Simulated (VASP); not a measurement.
# InP (F-43m) in VASP: further runs

Runs on InP. Level: LDA. Tasks: relaxation of cell and atoms, relaxation of the atoms.

Program: VASP 6.6.1. These are calculated values, not measurements. Logs are shortened: lines on timing, memory, paths and dates and some standing lists are left out, and cuts for length are marked.

## 1. Starting point

The structure is cubic, space group F-43m (No. 216). Conventional cell: a = 5.829 Å, b = 5.829 Å, c = 5.829 Å, α = 90.00°, β = 90.00°, γ = 90.00°. In (site symmetry -43m) is surrounded by 4 P at 2.52 Å. P (site symmetry -43m) is surrounded by 4 In at 2.52 Å.

## 2. Relaxation of cell and atoms, LDA

INCAR reads:

```
SYSTEM = InP
  ALGO = Normal
  EDIFF = 1E-7
  EDIFFG = -0.005
  ENCUT = 600
  GGA = CA
  IBRION = 2
  ISIF = 3
  ISMEAR = 0
  LASPH = .True.
  LCHARG = .False.
  LREAL = .False.
  LWAVE = .False.
  NELM = 80
  NSW = 90
  PREC = Accurate
  SIGMA = 0.03
```

KPOINTS reads:

```
k-points
0
Gamma
  8 8 8
  0 0 0
```

POSCAR reads:

```
InP                                     
1.0
    0.0000000000      2.9142540919      2.9142540919
    2.9142540919      0.0000000000      2.9142540919
    2.9142540919      2.9142540919      0.0000000000
  In              P             
     1     1
Direct
     0.0000000000000000    0.0000000000000000    0.0000000000000000
     0.2500000000000000    0.2500000000000000    0.2500000000000000
```

Potentials or basis: VASP PAW LDA potentials, release 64 (In_d, P).

Launch:

```bash
$ cat potpaw_LDA.64/In_d/POTCAR potpaw_LDA.64/P/POTCAR > POTCAR
$ mpirun -np 1 vasp_std > vasp.out
```

OUTCAR:

```text
SYSTEM = InP
   EDIFF = 1E-7
   EDIFFG = -0.005
   ENCUT = 600
   GGA = CA
   IBRION = 2
   ISIF = 3
   ISMEAR = 0
   LASPH = .True.
   LREAL = .False.
   NELM = 80
   NSW = 90
   PREC = Accurate

 ion  position               nearest neighbor table
   1  0.000  0.000  0.000-   2 2.52   2 2.52   2 2.52   2 2.52
   2  0.250  0.250  0.250-   1 2.52   1 2.52   1 2.52   1 2.52

  LATTYP: Found a face centered cubic cell.
 ALAT       =     5.8285081838

  Lattice vectors:

 A1 = (   0.0000000000,   2.9142540919,   2.9142540919)
 A2 = (   2.9142540919,   0.0000000000,   2.9142540919)
 A3 = (   2.9142540919,   2.9142540919,   0.0000000000)

Analysis of symmetry for initial positions (statically):
=====================================================================
 Subroutine PRICEL returns:
 Original cell was already a primitive cell.

 Routine SETGRP: Setting up the symmetry group for a
 face centered cubic supercell.

 Subroutine GETGRP returns: Found 24 space group operations
 (whereof 24 operations were pure point group operations)
 out of a pool of 48 trial point group operations.

The static configuration has the point symmetry T_d .

Analysis of symmetry for dynamics (positions and initial velocities):
=====================================================================
 Subroutine PRICEL returns:
 Original cell was already a primitive cell.

 Routine SETGRP: Setting up the symmetry group for a
 face centered cubic supercell.

 Subroutine GETGRP returns: Found 24 space group operations
 (whereof 24 operations were pure point group operations)
 out of a pool of 48 trial point group operations.

The dynamic configuration has the point symmetry T_d .

 Subroutine INISYM returns: Found 24 space group operations
 (whereof 24 operations are pure point group operations),
 and found     1 'primitive' translations

----------------------------------------------------------------------------------------

                                     Primitive cell

  volume of cell :      49.5008

  direct lattice vectors                    reciprocal lattice vectors
     0.000000000  2.914254092  2.914254092    -0.171570489  0.171570489  0.171570489
     2.914254092  0.000000000  2.914254092     0.171570489 -0.171570489  0.171570489
     2.914254092  2.914254092  0.000000000     0.171570489  0.171570489 -0.171570489

  length of vectors
     4.121377661  4.121377661  4.121377661     0.297168804  0.297168804  0.297168804

  position of ions in fractional coordinates (direct lattice)
     0.000000000  0.000000000  0.000000000
     0.250000000  0.250000000  0.250000000
[... 92 lines left out ...]
   ISMEAR =     0;   SIGMA  =   0.03  broadening in eV -4-tet -1-fermi 0-gaus
   EFERMI_NEDOS =   21; number of points for ismear=-14 and -15
   IALGO  =     38    algorithm
   IMIX   =      4    mixing-type and parameters
     AMIX     =   0.40;   BMIX     =  1.00
     AMIX_MAG =   1.60;   BMIX_MAG =  1.00
  volume/ion in A,a.u.               =      24.75       167.02
  Fermi-wavevector in a.u.,A,eV,Ry     =   1.168499  2.208142 18.577250  1.365389
  Thomas-Fermi vector in A             =   2.304985
   LORBIT       =      0    0 simple, 1 ext, 2 COOP (PROOUT), +10 PAW based schemes
   GGA     = CA    functional components
   LHFCALC =     F    Hartree Fock is set to
   AEXX    =    0.0000 exact exchange contribution
   IVDW    =     0    specifies the selected vdW correction
   LEPSILON=     F    determine dielectric tensor
   LRPA    =     F    only Hartree local field effects (RPA)
 conjugate gradient relaxation of ions
 non-spin polarized calculation
 Gauss-broadening in eV      SIGMA  =   0.03
  energy-cutoff  :      600.00
  volume of cell :       49.50
 maximum number of plane-waves:      1676
 NGX is ok and might be reduce to    36
   NGX = 17   NGY = 17   NGZ = 17

 number of electron      18.0000001 magnetization

 Free energy of the ion-electron system (eV)
  ---------------------------------------------------
  ext. energy  EPLUGINS =         0.00000000
  ---------------------------------------------------
  free energy    TOTEN  =        -9.67228334 eV

  energy without entropy =       -9.67228334  energy(sigma->0) =       -9.67228334

 E-fermi :   5.3155     XC(G=0):  -9.6827

 val. band max:        5.1951585361   @ k =   0.0000   0.0000   0.0000
 cond. band min:       5.7958739467   @ k =   0.0000   0.0000   0.0000
 fundamental gap:      0.6007154106
 Fermi energy:         5.3155047091

 k-point     1 :       0.0000    0.0000    0.0000
  band No.  band energies     occupation
      1      -9.0283      2.00000
      2      -9.0283      2.00000
      3      -9.0283      2.00000
      4      -8.8648      2.00000
      5      -8.8648      2.00000
      6      -6.4663      2.00000
      7       5.1952      2.00000
      8       5.1952      2.00000
      9       5.1952      2.00000
     10       5.7959      0.00000
     11       9.1574      0.00000
     12       9.1574      0.00000
     13       9.1574      0.00000
[... 354 lines left out ...]
  band No.  band energies     occupation
      1      -9.1689      2.00000
      2      -8.9768      2.00000
      3      -8.9548      2.00000
      4      -8.8714      2.00000
      5      -8.8511      2.00000
      6      -4.3234      2.00000
      7      -0.5259      2.00000
      8       2.3836      2.00000
      9       3.4862      2.00000
     10       8.2869      0.00000
     11       9.2277      0.00000
     12      11.0013      0.00000
     13      12.3334      0.00000

 [... further k-points ...]

------------------------ aborting loop because EDIFF is reached ----------------------------------------

  FORCE on cell =-STRESS in cart. coord.  units (eV):
  Direction    XX          YY          ZZ          XY          YZ          ZX
  --------------------------------------------------------------------------------------
  -------------------------------------------------------------------------------------
  Total       -0.0069227     -0.0069227     -0.0069227      0.0000000      0.0000000     -0.0000000
  in kB       -0.2240662     -0.2240662     -0.2240662      0.0000000      0.0000000     -0.0000000
  external PRESSURE =      -0.2240662 kB  Pullay stress =       0.0000000 kB

 VOLUME and BASIS-vectors are now :
 -----------------------------------------------------------------------------
  energy-cutoff  :      600.00
  volume of cell :       49.50
      direct lattice vectors                 reciprocal lattice vectors
     0.000000000  2.914254092  2.914254092    -0.171570489  0.171570489  0.171570489
     2.914254092  0.000000000  2.914254092     0.171570489 -0.171570489  0.171570489
     2.914254092  2.914254092  0.000000000     0.171570489  0.171570489 -0.171570489

 POSITION                                       TOTAL-FORCE (eV/Angst)
 -----------------------------------------------------------------------------------
      0.00000      0.00000      0.00000         0.000000      0.000000      0.000000
      1.45713      1.45713      1.45713        -0.000000     -0.000000     -0.000000
 -----------------------------------------------------------------------------------
    total drift:                               -0.000000     -0.000000     -0.000000

  FREE ENERGIE OF THE ION-ELECTRON SYSTEM (eV)
  ---------------------------------------------------
  free  energy   TOTEN  =        -9.6722833383 eV

  energy  without entropy=       -9.6722833383  energy(sigma->0) =       -9.67228334

 reached required accuracy - stopping structural energy minimisation
```

OSZICAR:

```text
N       E                     dE             d eps       ncg     rms          rms(c)
DAV:   1     0.118548051282E+03    0.11855E+03   -0.94379E+03   754   0.175E+03
DAV:   2    -0.146961467251E+01   -0.12002E+03   -0.11656E+03   784   0.348E+02
DAV:   3    -0.987355693538E+01   -0.84039E+01   -0.83385E+01   999   0.948E+01
DAV:   4    -0.101060540057E+02   -0.23250E+00   -0.23230E+00   890   0.170E+01
DAV:   5    -0.101163549219E+02   -0.10301E-01   -0.10300E-01  1113   0.329E+00    0.597E+00
DAV:   6    -0.972033511930E+01    0.39602E+00   -0.71527E-01  1134   0.157E+01    0.360E+00
DAV:   7    -0.967787182874E+01    0.42463E-01   -0.18328E-01  1044   0.386E+00    0.117E+00
DAV:   8    -0.967261381711E+01    0.52580E-02   -0.15370E-02  1034   0.175E+00    0.439E-01
DAV:   9    -0.967227336021E+01    0.34046E-03   -0.16504E-03   972   0.646E-01    0.188E-01
DAV:  10    -0.967228154404E+01   -0.81838E-05   -0.15737E-04   926   0.104E-01    0.118E-01
DAV:  11    -0.967228484644E+01   -0.33024E-05   -0.23271E-05  1114   0.575E-02    0.264E-02
DAV:  12    -0.967228336822E+01    0.14782E-05   -0.78057E-06   909   0.597E-02    0.170E-02
DAV:  13    -0.967228333834E+01    0.29883E-07   -0.37487E-07   819   0.632E-03
   1 F= -.96722833E+01 E0= -.96722833E+01  d E =-.967228E+01
```

CONTCAR:

```text
InP
   1.00000000000000
     0.0000000000000000    2.9142540919000002    2.9142540919000002
     2.9142540919000002    0.0000000000000000    2.9142540919000002
     2.9142540919000002    2.9142540919000002    0.0000000000000000
  In              P
     1     1
Direct
     0.0000000000000000    0.0000000000000000    0.0000000000000000
     0.2500000000000000    0.2500000000000000    0.2500000000000000

  0.00000000E+00  0.00000000E+00  0.00000000E+00
  0.00000000E+00  0.00000000E+00  0.00000000E+00
```

It took 22 s on 1 thread of Intel Xeon 6975P-C (Granite Rapids), shared host; peak memory 0.18 GiB.

Results:

* Free energy: -9.6723 eV
* Pressure after relaxing: 0.0 GPa
* Band gap on the k mesh: 0.60 eV, direct

Final structure:
```
In P
1.0
     0.00000    2.91425    2.91425
     2.91425    0.00000    2.91425
     2.91425    2.91425    0.00000
In P
1 1
Direct
  0.00000 0.00000 0.00000
  0.25000 0.25000 0.25000
```

Caveat: the relaxation stopped at its first step, so nothing moved; spin-orbit coupling is left out, which moves the levels of the heavy elements.

## 3. Relaxation of the atoms, LDA (a relaxed cell with its volume scaled by 0.94)

INCAR reads:

```
SYSTEM = InP
  ALGO = Fast
  EDIFF = 1E-7
  EDIFFG = -0.01
  ENCUT = 600
  GGA = CA
  IBRION = 2
  ISIF = 2
  ISMEAR = 0
  LASPH = .True.
  LCHARG = .False.
  LREAL = .False.
  LWAVE = .False.
  NELM = 80
  NSW = 40
  PREC = Accurate
  SIGMA = 0.03
```

KPOINTS is that of step 2.

POSCAR reads:

```
InP                                     
1.0
    0.0000000000      2.8547628257      2.8547628257
    2.8547628257      0.0000000000      2.8547628257
    2.8547628257      2.8547628257      0.0000000000
  In              P             
     1     1
Direct
     0.0000000000000000    0.0000000000000000    0.0000000000000000
     0.2500000000000000    0.2500000000000000    0.2500000000000000
```

Potentials or basis: VASP PAW LDA potentials, release 64 (In_d, P).

Launch:

```bash
$ cat potpaw_LDA.64/In_d/POTCAR potpaw_LDA.64/P/POTCAR > POTCAR
$ mpirun -np 1 vasp_std > vasp.out
```

Wall time 15 s (1 thread of Intel Xeon 6975P-C (Granite Rapids), shared host); peak memory 0.15 GiB.

It converged, with:

```
Free energy             : -9.6276 eV
Pressure after relaxing : 5.1 GPa
Band gap on the k mesh  : 0.93 eV, direct
```

Final structure:
```cif
data_structure
_symmetry_space_group_name_H-M 'P 1'
_symmetry_Int_Tables_number 1
_cell_length_a 4.0372
_cell_length_b 4.0372
_cell_length_c 4.0372
_cell_angle_alpha 60.000
_cell_angle_beta 60.000
_cell_angle_gamma 60.000
_cell_volume 46.53
loop_
_atom_site_label
_atom_site_type_symbol
_atom_site_fract_x
_atom_site_fract_y
_atom_site_fract_z
_atom_site_occupancy
In1 In 0.00000 0.00000 0.00000 1
P1 P 0.25000 0.25000 0.25000 1
```

Levels at points of the mesh, in eV from the valence-band top:
```csv
k point,band 6,band 7,band 8,band 9,band 10,band 11,band 12,band 13
"(0.00, 0.00, 0.00)",-12.12,0.00,0.00,0.00,0.93,3.95,3.95,3.95
"(0.50, 0.00, 0.00)",-10.09,-6.27,-1.11,-1.11,1.51,4.70,4.70,7.02
"(0.50, 0.50, 0.00)",-9.33,-6.22,-2.64,-2.64,1.46,2.10,9.52,9.97
```

Caveat: the relaxation stopped at its first step, so nothing moved; spin-orbit coupling is left out, which moves the levels of the heavy elements.
